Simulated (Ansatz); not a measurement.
# MgI2: a single-point run

Aim: a sound single-point run of MgI2. The structure is shown as the input types it. The cell is built on a prototype (fluorite) and needn't be the phase found in nature.

Program: Ansatz 0.2.0. Level of theory: density functional or hybrid calculation with the settings of its input, plane waves (as first typed). These are calculated values, not measurements.

1 further run of the same task is left out (for a known fault of the program).

**1. The starting structure**

The structure is cubic, space group Fm-3m (No. 225). Conventional cell: a = 7.511 Å, b = 7.511 Å, c = 7.511 Å, α = 90.00°, β = 90.00°, γ = 90.00°. Mg (site symmetry m-3m) has 8 I at 3.25 Å as nearest neighbours. Around I (site symmetry -43m) lie 4 Mg at 3.25 Å.

Coordinates:

```cif
data_structure
_symmetry_space_group_name_H-M 'Fm-3m'
_symmetry_Int_Tables_number 225
_cell_length_a 7.5114
_cell_length_b 7.5114
_cell_length_c 7.5114
_cell_angle_alpha 90.000
_cell_angle_beta 90.000
_cell_angle_gamma 90.000
_cell_volume 423.81
loop_
_atom_site_label
_atom_site_type_symbol
_atom_site_symmetry_multiplicity
_atom_site_Wyckoff_symbol
_atom_site_fract_x
_atom_site_fract_y
_atom_site_fract_z
_atom_site_occupancy
Mg1 Mg 4 a 0.00000 0.00000 0.00000 1
I1 I 8 c 0.25000 0.75000 0.75000 1
```

**2. The run**

File input.yaml:

```yaml
crystal:
  lattice:
    - [0.0, 3.7557205847, 3.7557205847]
    - [3.7557205847, 0.0, 3.7557205847]
    - [3.7557205847, 3.7557205847, 0.0]
  atoms:
    - { symbol: Mg, position: [0.0, 0.0, 0.0] }
    - { symbol: I, position: [0.25, 0.25, 0.25] }
    - { symbol: I, position: [0.75, 0.75, 0.75] }
kpoints:
  mp_grid: { grid: [4, 4, 4] }
hamiltonian:
  xc: pbe
scf:
  occupations: { method: fixed }
  n_extra_bands: 4
  max_iter: 72
output:
  forces: true
  stress: true
  eigenvalues: true
basis:
  ecutwfc: 40
```

Launch:

```bash
ansatz run input.yaml --threads 4 --pin off --max-ram 3686MiB --backend cpu --events-out ev --progress --plain --runs-dir out
```

Q: Will this input give a usable result? If not, why, and what should change?

The program finished normally, with warnings (band overlap at count, cutoff below recommended, metallic iterate). It gives a pressure of -1665 GPa, which is large.

The suspect setting: basis.ecutwfc is 40. With so few plane waves the basis is incomplete by a wide margin. The potentials' recommended cutoff is 420 eV.

The test: delete basis.ecutwfc (the default then holds).
